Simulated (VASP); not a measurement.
# GaAs (I-4m2) in VASP: further runs

Aim: see how the results for GaAs move with the level of theory and the settings. Levels: LDA, PBE, r2SCAN. Tasks: single point.

All numbers are computed with VASP 6.6.1; they aren't measurements. Logs are shortened: lines on timing, memory, paths and dates and some standing lists are left out, and cuts for length are marked.

## Step 1: Starting point

It takes space group I-4m2 (No. 119, tetragonal). The conventional cell has a = 4.007 Å, b = 4.007 Å, c = 5.625 Å, α = 90.00°, β = 90.00°, γ = 90.00°. Around Ga (site symmetry -4m2) lie 4 As at 2.45 Å. As (site symmetry -4m2) is surrounded by 4 Ga at 2.45 Å.

The cell was built by a generator and isn't the measured one.

## Step 2: Single point, LDA, non-collinear spin, zero start, spin-orbit coupling

INCAR reads:

```
ALGO     = Fast           # electronic algorithm
EDIFF    = 1E-7           # SCF threshold, eV
ENCUT    = 520            # plane-wave cutoff, eV
GGA      = CA             # functional
GGA_COMPAT= False        
ISIF     = 2              # what is computed and relaxed
ISMEAR   = 0              # smearing method
LASPH    = True           # aspherical terms in the spheres
LCHARG   = False          # write CHGCAR
LORBIT   = 11             # projections on sites
LREAL    = False          # projectors in reciprocal space
LSORBIT  = True           # spin-orbit coupling
LWAVE    = False          # write WAVECAR
MAGMOM   = 0 0 0 0 0 0    # initial moments
NELM     = 60             # most SCF steps
PREC     = Accurate       # precision mode
SIGMA    = 0.02           # smearing width, eV
```

KPOINTS reads:

```
k-points
0
Gamma
  8 8 8
```

POSCAR reads:

```
GaAs
1.0
    0.0000000000      2.8335662500      2.8123675000
    2.8335662500      0.0000000000      2.8123675000
    2.8335662500      2.8335662500      0.0000000000
Ga As
1 1
Direct
    0.0000000000      0.0000000000      0.0000000000
    0.2500000000      0.2500000000      0.2500000000
```

Potentials or basis: VASP PAW LDA potentials, release 64 (Ga_d, As).

Run with:

```
cat potpaw_LDA.64/Ga_d/POTCAR potpaw_LDA.64/As/POTCAR > POTCAR
mpirun -np 1 vasp_ncl > vasp.out
```

OUTCAR:

```text
EDIFF = 1E-7
   ENCUT = 520
   GGA = CA
   ISIF = 2
   ISMEAR = 0
   LASPH = True
   LORBIT = 11
   LREAL = False
   LSORBIT = True
   NELM = 60
   PREC = Accurate

 ion  position               nearest neighbor table
   1  0.000  0.000  0.000-   2 2.45   2 2.45   2 2.45   2 2.45
   2  0.250  0.250  0.250-   1 2.45   1 2.45   1 2.45   1 2.45

  LATTYP: Found a body centered tetragonal cell.
 ALAT       =     4.0072678206
 C/A-ratio  =     1.4036334110

  Lattice vectors:

 A1 = (   0.0000000000,  -2.8335662500,  -2.8123675000)
 A2 = (   0.0000000000,   2.8335662500,  -2.8123675000)
 A3 = (   2.8335662500,   0.0000000000,   2.8123675000)

Analysis of symmetry for initial positions (statically):
=====================================================================
 Subroutine PRICEL returns:
 Original cell was already a primitive cell.

 Routine SETGRP: Setting up the symmetry group for a
 body centered tetragonal supercell.

 Subroutine GETGRP returns: Found  8 space group operations
 (whereof  8 operations were pure point group operations)
 out of a pool of 16 trial point group operations.

The static configuration has the point symmetry D_2d.

Analysis of symmetry for dynamics (positions and initial velocities):
=====================================================================
 Subroutine PRICEL returns:
 Original cell was already a primitive cell.

 Routine SETGRP: Setting up the symmetry group for a
 body centered tetragonal supercell.

 Subroutine GETGRP returns: Found  8 space group operations
 (whereof  8 operations were pure point group operations)
 out of a pool of 16 trial point group operations.

The dynamic configuration has the point symmetry D_2d.

Analysis of structural, dynamic, and magnetic symmetry:
=====================================================================
 Subroutine PRICEL returns:
 Original cell was already a primitive cell.

 Routine SETGRP: Setting up the symmetry group for a
 body centered tetragonal supercell.

 Subroutine GETGRP returns: Found  8 space group operations
 (whereof  8 operations were pure point group operations)
[... 867 lines left out ...]
  Total       -0.4935797     -0.4935797     -0.3613455      0.0000000      0.0000000      0.0000000
  in kB      -17.5105193    -17.5105193    -12.8193041      0.0000000      0.0000000      0.0000000
  external PRESSURE =     -15.9467809 kB  Pullay stress =       0.0000000 kB

 VOLUME and BASIS-vectors are now :
 -----------------------------------------------------------------------------
  energy-cutoff  :      520.00
  volume of cell :       45.16
      direct lattice vectors                 reciprocal lattice vectors
     0.000000000  2.833566250  2.812367500    -0.176456083  0.176456083  0.177786153
     2.833566250  0.000000000  2.812367500     0.176456083 -0.176456083  0.177786153
     2.833566250  2.833566250  0.000000000     0.176456083  0.176456083 -0.177786153

 POSITION                                       TOTAL-FORCE (eV/Angst)
 -----------------------------------------------------------------------------------
      0.00000      0.00000      0.00000         0.000000      0.000000     -0.000000
      1.41678      1.41678      1.40618        -0.000000     -0.000000      0.000000
 -----------------------------------------------------------------------------------
    total drift:                               -0.000000     -0.000000     -0.000001

  FREE ENERGIE OF THE ION-ELECTRON SYSTEM (eV)
  ---------------------------------------------------
  free  energy   TOTEN  =        -9.6504052698 eV

  energy  without entropy=       -9.6504052698  energy(sigma->0) =       -9.65040527

 Spin-Orbit-Coupling matrix elements

 Ion:    1  E_soc:     -0.0124807
 l=   1
     0.0000000    -0.0012333    -0.0012321
    -0.0012333     0.0000000    -0.0012333
    -0.0012321    -0.0012333     0.0000000
 l=   2
     0.0000000    -0.0001684     0.0000000    -0.0001684    -0.0006787
    -0.0001684     0.0000000    -0.0005091    -0.0001685    -0.0001698
     0.0000000    -0.0005091     0.0000000    -0.0005091     0.0000000
    -0.0001684    -0.0001685    -0.0005091     0.0000000    -0.0001698
    -0.0006787    -0.0001698     0.0000000    -0.0001698     0.0000000
 l=   3
     0.0000000     0.0000000     0.0000000     0.0000000     0.0000000     0.0000000     0.0000000
     0.0000000     0.0000000     0.0000000     0.0000000     0.0000000     0.0000000     0.0000000
     0.0000000     0.0000000     0.0000000     0.0000000     0.0000000     0.0000000     0.0000000
     0.0000000     0.0000000     0.0000000     0.0000000     0.0000000     0.0000000     0.0000000
     0.0000000     0.0000000     0.0000000     0.0000000     0.0000000     0.0000000     0.0000000
     0.0000000     0.0000000     0.0000000     0.0000000     0.0000000     0.0000000     0.0000000
     0.0000000     0.0000000     0.0000000     0.0000000     0.0000000     0.0000000     0.0000000

 Ion:    2  E_soc:     -0.0254191
 l=   1
     0.0000000    -0.0042328    -0.0042209
    -0.0042328     0.0000000    -0.0042328
    -0.0042209    -0.0042328     0.0000000
 l=   2
     0.0000000    -0.0000037     0.0000000    -0.0000037    -0.0000039
    -0.0000037     0.0000000    -0.0000030    -0.0000037    -0.0000010
     0.0000000    -0.0000030     0.0000000    -0.0000030     0.0000000
    -0.0000037    -0.0000037    -0.0000030     0.0000000    -0.0000010
    -0.0000039    -0.0000010     0.0000000    -0.0000010     0.0000000
 l=   3
     0.0000000     0.0000000     0.0000000     0.0000000     0.0000000     0.0000000     0.0000000
     0.0000000     0.0000000     0.0000000     0.0000000     0.0000000     0.0000000     0.0000000
     0.0000000     0.0000000     0.0000000     0.0000000     0.0000000     0.0000000     0.0000000
     0.0000000     0.0000000     0.0000000     0.0000000     0.0000000     0.0000000     0.0000000
     0.0000000     0.0000000     0.0000000     0.0000000     0.0000000     0.0000000     0.0000000
     0.0000000     0.0000000     0.0000000     0.0000000     0.0000000     0.0000000     0.0000000
     0.0000000     0.0000000     0.0000000     0.0000000     0.0000000     0.0000000     0.0000000

 total charge

# of ion       s       p       d       tot
------------------------------------------
    1        0.894   0.807   9.993  11.693
    2        1.217   1.594   0.031   2.843
--------------------------------------------------
tot          2.111   2.401  10.024  14.536

 magnetization (x)

# of ion       s       p       d       tot
------------------------------------------
    1        0.000   0.000  -0.000   0.000
    2        0.000  -0.000   0.000   0.000
--------------------------------------------------
tot          0.000   0.000  -0.000   0.000

 magnetization (y)

# of ion       s       p       d       tot
------------------------------------------
    1        0.000  -0.000   0.000  -0.000
    2       -0.000   0.000   0.000  -0.000
--------------------------------------------------
tot         -0.000  -0.000   0.000  -0.000

 magnetization (z)

# of ion       s       p       d       tot
------------------------------------------
    1        0.000   0.000   0.000   0.000
    2        0.000   0.000   0.000   0.000
--------------------------------------------------
tot          0.000   0.000   0.000   0.000
```

OSZICAR:

```text
N       E                     dE             d eps       ncg     rms          rms(c)
DAV:   1     0.117791479813E+03    0.11779E+03   -0.86353E+03  4694   0.194E+03
DAV:   2     0.473927972853E+01   -0.11305E+03   -0.10856E+03  4860   0.426E+02
DAV:   3    -0.941949089258E+01   -0.14159E+02   -0.13910E+02  5714   0.122E+02
DAV:   4    -0.986761498768E+01   -0.44812E+00   -0.44665E+00  5086   0.226E+01
DAV:   5    -0.987753036378E+01   -0.99154E-02   -0.99047E-02  5660   0.322E+00    0.299E+00
RMM:   6    -0.969371564754E+01    0.18381E+00   -0.20870E-01  6396   0.471E+00    0.173E+00
RMM:   7    -0.965368489539E+01    0.40031E-01   -0.10584E-01  6276   0.192E+00    0.563E-01
RMM:   8    -0.965036816087E+01    0.33167E-02   -0.13378E-02  6487   0.134E+00    0.102E-01
RMM:   9    -0.965034856192E+01    0.19599E-04   -0.21232E-03  6812   0.519E-01    0.755E-02
RMM:  10    -0.965039412228E+01   -0.45560E-04   -0.45836E-04  7517   0.224E-01    0.515E-02
RMM:  11    -0.965041021292E+01   -0.16091E-04   -0.55809E-05  6417   0.870E-02    0.208E-02
RMM:  12    -0.965040496154E+01    0.52514E-05   -0.17095E-05  6680   0.434E-02    0.318E-03
RMM:  13    -0.965040548387E+01   -0.52232E-06   -0.55516E-06  7064   0.204E-02    0.213E-03
RMM:  14    -0.965040526672E+01    0.21715E-06   -0.76864E-07  6199   0.932E-03    0.673E-04
RMM:  15    -0.965040526983E+01   -0.31059E-08   -0.15182E-07  4716   0.399E-03
   1 F= -.96504053E+01 E0= -.96504053E+01  d E =-.338377E-12  mag=    -0.0000    -0.0000     0.0000
```

stdout:

```text
POSCAR found type information on POSCAR GaAs
 POSCAR found :  2 types and       2 ions
 scaLAPACK will be used
 LDA part: xc-table for (Slater(with rela. corr.)+CA(PZ))
 , standard interpolation
 POSCAR, INCAR and KPOINTS ok, starting setup
 FFT: planning ... GRIDC
 FFT: planning ... GRID_SOFT
 FFT: planning ... GRID
 WAVECAR not read
 entering main loop
```

Wall time 4.9 min (1 thread of Intel Xeon Platinum 8259CL at 2.50GHz (Skylake/Cascade Lake), shared host); peak memory 0.33 GiB.

Results:

```
Free energy                                           : -9.6504 eV
Pressure                                              : -1.6 GPa
Net moment                                            : 0.00 μB per cell
Valence electrons inside the program's atomic spheres : Ga 11.69; As 2.84
```

Stress tensor (GPa, compression positive):
```
-1.75  0.00  0.00
 0.00 -1.75  0.00
 0.00  0.00 -1.28
```

Moments on the atoms (μB; x, y, z):
```
Ga  0.00 0.00 0.00
As  0.00 0.00 0.00
```

## Step 3: Single point, PBE, non-collinear spin, zero start, spin-orbit coupling

Changes to INCAR since step 2:

```diff
@@ -3,3 +3,3 @@
 ENCUT    = 520            # plane-wave cutoff, eV
-GGA      = CA             # functional
+GGA      = PE             # functional
 GGA_COMPAT= False
```

KPOINTS is that of step 2.

POSCAR is that of step 2.

Potentials or basis: VASP PAW PBE potentials, release 64 (Ga_d, As).

Run with:

```
cat potpaw_PBE.64/Ga_d/POTCAR potpaw_PBE.64/As/POTCAR > POTCAR
mpirun -np 1 vasp_ncl > vasp.out
```

Wall time 5 min (1 thread of Intel Xeon Platinum 8259CL at 2.50GHz (Skylake/Cascade Lake), shared host); peak memory 0.38 GiB.

It converged, with:

* Free energy: -8.2642 eV
* Pressure: 3.5 GPa
* Net moment: 0.00 μB per cell
* Valence electrons inside the program's atomic spheres: Ga 11.68; As 2.84

Stress tensor (GPa, compression positive):
```
3.35 0.00 0.00
0.00 3.35 0.00
0.00 0.00 3.79
```

Moments on the atoms (μB; x, y, z):
```
Ga  0.00 0.00 0.00
As  0.00 0.00 0.00
```

## Step 4: Single point, r2SCAN, non-collinear spin, zero start, spin-orbit coupling

Changes to INCAR since step 3:

```diff
@@ -1,5 +1,4 @@
-ALGO     = Fast           # electronic algorithm
+ALGO     = Normal         # electronic algorithm
 EDIFF    = 1E-7           # SCF threshold, eV
 ENCUT    = 520            # plane-wave cutoff, eV
-GGA      = PE             # functional
 GGA_COMPAT= False        
@@ -9,2 +8,3 @@
 LCHARG   = False          # write CHGCAR
+LMIXTAU  = True         
 LORBIT   = 11             # projections on sites
@@ -14,2 +14,3 @@
 MAGMOM   = 0 0 0 0 0 0    # initial moments
+METAGGA  = R2SCAN         # meta-GGA
 NELM     = 60             # most SCF steps
```

KPOINTS is that of step 3.

POSCAR is that of step 3.

Run with:

```
cat potpaw_PBE.64/Ga_d/POTCAR potpaw_PBE.64/As/POTCAR > POTCAR
mpirun -np 1 vasp_ncl > vasp.out
```

It took 31 min on 1 thread of Intel Xeon Platinum 8259CL at 2.50GHz (Skylake/Cascade Lake), shared host; peak memory 0.43 GiB.

It converged, with:

```yaml
Free_energy: -27.0689 eV
Pressure: 0.6 GPa
Net_moment: 0.00 μB per cell
Valence_electrons_inside_the_program's_atomic_spheres: Ga 11.64; As 2.88
```

Stress tensor (GPa, compression positive):
```
0.47 0.00 0.00
0.00 0.47 0.00
0.00 0.00 0.97
```

Moments on the atoms (μB; x, y, z):
```
Ga  0.00 0.00 0.00
As  0.00 0.00 0.00
```

Caveat: the PAW data sets were made with another functional, which shifts forces and pressure a little.

## Step 5: Summary

```csv
level,potentials or basis,further INCAR settings,pressure (GPa),moment (μB)
LDA,"VASP PAW LDA potentials, release 64 (Ga_d, As)",ALGO = Fast; EDIFF = 1e-07,-1.6,0.00
PBE,"VASP PAW PBE potentials, release 64 (Ga_d, As)",ALGO = Fast; EDIFF = 1e-07,3.5,0.00
r2SCAN,"VASP PAW PBE potentials, release 64 (Ga_d, As)",ALGO = Normal; EDIFF = 1e-07,0.6,0.00
```

Alike in all rows: task single point; spin non-collinear, zero start, SOC; cell as given; k mesh 8 × 8 × 8; cutoff (eV) 520; smearing gaussian 0.02 eV.

Caveats: the PAW data sets were made with another functional, which shifts forces and pressure a little (some runs).

Total energies depend on the potentials used, so only differences within one code and one set of settings carry meaning.
